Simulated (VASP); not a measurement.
Calculation: PBE GGA, VASP's PBE PAW potentials (set 64) (plane waves; VASP).

A VASP calculation is set up with these files.

**POSCAR**
```
BaF2
1.0
  0.0000000000   2.9199857697   2.9199857697
  2.9199857697   0.0000000000   2.9199857697
  2.9199857697   2.9199857697   0.0000000000
Ba F
1 2
direct
  0.0000000000   0.0000000000   0.0000000000
  0.2500000000   0.2500000000   0.2500000000
  0.7500000000   0.7500000000   0.7500000000
```

INCAR:
```
! general
SYSTEM  = BaF2
PREC    = Accurate
ENCUT   = 620
LREAL   = .FALSE.
LASPH   = .TRUE.

! electronic loop
EDIFF   = 1E-6
NELM    = 100
ALGO    = Normal
LMAXMIX = 4

! smearing
ISMEAR  = 0
SIGMA   = 0.05

! functional
GGA     = PE

! ions
IBRION  = 2
NSW     = 40
ISIF    = 3
EDIFFG  = -0.02
PSTRESS = 200

! output
LWAVE   = .FALSE.
LCHARG  = .FALSE.
```

**KPOINTS**
```
Automatic mesh
0
Gamma
7 7 7
0 0 0
```

POTCAR, in this order: Ba_sv F (PBE.64 set). Program: vasp_std.

Output of the run:

OUTCAR:
```
 ion  position               nearest neighbor table
   1  0.000  0.000  0.000-   3 2.53   3 2.53   3 2.53   2 2.53   2 2.53   2 2.53   3 2.53   2 2.53
  LATTYP: Found a face centered cubic cell.
 ALAT       =     5.8399715394
 Subroutine PRICEL returns:
 Original cell was already a primitive cell.
 Subroutine GETGRP returns: Found 48 space group operations
The static configuration has the point symmetry O_h .
The dynamic configuration has the point symmetry O_h .
 Subroutine INISYM returns: Found 48 space group operations
 Subroutine IBZKPT returns following result:
 Found     20 irreducible k-points:

 Following reciprocal coordinates:
            Coordinates               Weight
  0.000000  0.000000  0.000000      1.000000
  0.142857  0.000000  0.000000      8.000000
  0.285714  0.000000  0.000000      8.000000
  0.428571  0.000000  0.000000      8.000000
  0.142857  0.142857  0.000000      6.000000
  0.285714  0.142857  0.000000     24.000000
  0.428571  0.142857  0.000000     24.000000
 -0.428571  0.142857  0.000000     24.000000
 -0.285714  0.142857  0.000000     24.000000
 -0.142857  0.142857  0.000000     12.000000
  0.285714  0.285714  0.000000      6.000000
  0.428571  0.285714  0.000000     24.000000
 -0.428571  0.285714  0.000000     24.000000
 -0.285714  0.285714  0.000000     12.000000
  0.428571  0.428571  0.000000      6.000000
 -0.428571  0.428571  0.000000     12.000000
  0.428571  0.285714  0.142857     24.000000
 -0.428571  0.285714  0.142857     48.000000
 -0.428571  0.428571  0.142857     24.000000
 -0.285714  0.428571  0.142857     24.000000
   k-points           NKPTS =     20   k-points in BZ     NKDIM =     20   number of bands    NBANDS=     16
   number of dos      NEDOS =    301   number of ions     NIONS =      3
   total plane-waves  NPLWV =  46656
   dimension x,y,z NGX =    36 NGY =   36 NGZ =   36
   dimension x,y,z NGXF=    72 NGYF=   72 NGZF=   72
   ions per type =               1   2
   PREC   = accura    normal or accurate (medium, high low for compatibility)
   ISTART =      0    job   : 0-new  1-cont  2-samecut
   ICHARG =      2    charge: 1-file 2-atom 10-const
   ISPIN  =      1    spin polarized calculation?
   LNONCOLLINEAR =      F non collinear calculations
   LSORBIT =      F    spin-orbit coupling
   INIWAV =      1    electr: 0-lowe 1-rand  2-diag
   ENCUT  =  620.0 eV  45.57 Ry    6.75 a.u.   8.38  8.38  8.38*2*pi/ulx,y,z
   NELM   =    100;   NELMIN=  2; NELMDL= -5     # of ELM steps
   EDIFF  = 0.1E-05   stopping-criterion for ELM
   LREAL  =      F    real-space projection
   NLSPLINE    = F    spline interpolate recip. space projectors
   LMAXMIX     =    4 max onsite mixed and CHGCAR
   VOSKOWN=      0    Vosko Wilk Nusair interpolation
   EDIFFG = -.2E-01   stopping-criterion for IOM
   NSW    =     40    number of steps for IOM
   NBLOCK =      1;   KBLOCK =     40    inner block; outer block
   IBRION =      2    ionic relax: 0-MD 1-quasi-New 2-CG
   NFREE  =      1    steps in history (QN), initial steepest desc. (CG)
   ISIF   =      3    stress and relaxation
   ISYM   =      2    0-nonsym 1-usesym 2-fastsym
   TEIN   =    0.0    initial temperature
   TEBEG  =    0.0;   TEEND  =   0.0 temperature during run
   SMASS  =  -3.00    Nose mass-parameter (am)
   PSTRESS=  200.0 pullay stress
   NELECT =      24.0000    total number of electrons
   EFERMI =   0.00;   METHOD = LEGACY
   ISMEAR =     0;   SIGMA  =   0.05  broadening in eV -4-tet -1-fermi 0-gaus
   IALGO  =     38    algorithm
   LDIAG  =      T    sub-space diagonalisation (order eigenvalues)
   IMIX   =      4    mixing-type and parameters
     AMIX     =   0.40;   BMIX     =  1.00
     AMIX_MAG =   1.60;   BMIX_MAG =  1.00
     AMIN     =   0.10
...
```

**OSZICAR**
```
       N       E                     dE             d eps       ncg     rms          rms(c)
DAV:   1     0.169144274916E+03    0.16914E+03   -0.15289E+04   640   0.165E+03
DAV:   2    -0.118774887279E+02   -0.18102E+03   -0.17694E+03   824   0.316E+02
DAV:   3    -0.181476724967E+02   -0.62702E+01   -0.62636E+01   824   0.679E+01
DAV:   4    -0.182364001697E+02   -0.88728E-01   -0.88689E-01   864   0.703E+00
DAV:   5    -0.182397303433E+02   -0.33302E-02   -0.33302E-02   840   0.870E-01    0.104E+01
DAV:   6    -0.164557147636E+02    0.17840E+01   -0.89009E+00   640   0.275E+01    0.591E+00
DAV:   7    -0.164756771914E+02   -0.19962E-01   -0.50164E-01   824   0.602E+00    0.317E+00
DAV:   8    -0.164939234383E+02   -0.18246E-01   -0.79012E-02   640   0.324E+00    0.423E-01
DAV:   9    -0.164973141283E+02   -0.33907E-02   -0.31206E-02   744   0.143E+00    0.140E-01
DAV:  10    -0.164996662272E+02   -0.23521E-02   -0.41264E-03   640   0.555E-01    0.955E-02
DAV:  11    -0.164997721030E+02   -0.10588E-03   -0.38728E-04   808   0.180E-01    0.222E-02
DAV:  12    -0.164997748501E+02   -0.27472E-05   -0.26903E-05   672   0.463E-02    0.677E-03
DAV:  13    -0.164997751056E+02   -0.25551E-06   -0.74074E-06   848   0.222E-02
   1 F= -.10284053E+02 E0= -.10284053E+02  d E =-.102841E+02
```

File OUTCAR:
```
------------------------ aborting loop because EDIFF is reached ----------------------------------------
  FORCE on cell =-STRESS in cart. coord.  units (eV):
  Direction    XX          YY          ZZ          XY          YZ          ZX
  --------------------------------------------------------------------------------------
  Total        6.1824226      6.1824226      6.1824226      0.0000000      0.0000000     -0.0000000
  in kB      198.9285292    198.9285292    198.9285292      0.0000000      0.0000000     -0.0000000
  external PRESSURE =      -1.0714708 kB  Pullay stress =     200.0000000 kB
  volume of cell :       49.79
      direct lattice vectors                 reciprocal lattice vectors
     0.000000000  2.919985770  2.919985770    -0.171233711  0.171233711  0.171233711
     2.919985770  0.000000000  2.919985770     0.171233711 -0.171233711  0.171233711
     2.919985770  2.919985770  0.000000000     0.171233711  0.171233711 -0.171233711
 POSITION                                       TOTAL-FORCE (eV/Angst)
 -----------------------------------------------------------------------------------
      0.00000      0.00000      0.00000        -0.000000     -0.000000      0.000000
      1.45999      1.45999      1.45999         0.000000      0.000000      0.000000
      4.37998      4.37998      4.37998        -0.000000     -0.000000     -0.000000
 -----------------------------------------------------------------------------------
    total drift:                                0.000000      0.000000      0.000000
  FREE ENERGIE OF THE ION-ELECTRON SYSTEM (eV)
  ---------------------------------------------------
  free  energy   TOTEN  =       -16.4997751056 eV

  energy  without entropy=      -16.4997751056  energy(sigma->0) =      -16.49977511
  enthalpy is  TOTEN    =       -10.2840526545 eV   P V=        6.2157224512

 reached required accuracy - stopping structural energy minimisation
```
(Selected blocks of OUTCAR.)

**OUTCAR**
```
 val. band max:       -1.1916645647   @ k =   0.4286   0.2857   0.1429

 cond. band min:       6.3477211913   @ k =   0.0000   0.0000   0.0000


 Fermi energy:        -0.9110015493

 k-point     1 :       0.0000    0.0000    0.0000
  band No.  band energies     occupation
      1     -24.1467      2.00000
      2     -20.4970      2.00000
      3     -19.9881      2.00000
      4      -8.5195      2.00000
      5      -8.5195      2.00000
      6      -8.5195      2.00000
      7      -3.3663      2.00000
      8      -3.3663      2.00000
      9      -3.3663      2.00000
     10      -1.4011      2.00000
     11      -1.4011      2.00000
     12      -1.4011      2.00000
     13       6.3477      0.00000
     14       8.5733      0.00000
     15       8.5733      0.00000
     16      11.6787      0.00000

 k-point     2 :       0.1429    0.0000    0.0000
  band No.  band energies     occupation
      1     -24.0554      2.00000
      2     -20.5300      2.00000
      3     -20.1082      2.00000
      4      -8.5951      2.00000
      5      -8.5865      2.00000
      6      -8.5865      2.00000
      7      -3.2425      2.00000
      8      -3.2425      2.00000
      9      -3.0257      2.00000
     10      -1.5689      2.00000
     11      -1.4179      2.00000
     12      -1.4179      2.00000
     13       6.8629      0.00000
     14       8.5759      0.00000
     15       8.5759      0.00000
     16      11.3870      0.00000

 k-point     3 :       0.2857    0.0000    0.0000
  band No.  band energies     occupation
      1     -23.8248      2.00000
      2     -20.6556      2.00000
      3     -20.3529      2.00000
      4      -8.7265      2.00000
      5      -8.7265      2.00000
      6      -8.7255      2.00000
      7      -3.0052      2.00000
      8      -3.0052      2.00000
      9      -2.2974      2.00000
     10      -1.8509      2.00000
     11      -1.4137      2.00000
     12      -1.4137      2.00000
     13       7.8727      0.00000
...
```

Unless said otherwise, spin-orbit coupling is left out, though it shifts the bands of the heavy elements here.

The compound is BaF2 in the fluorite structure. It was relaxed first under an external pressure of 20 GPa.
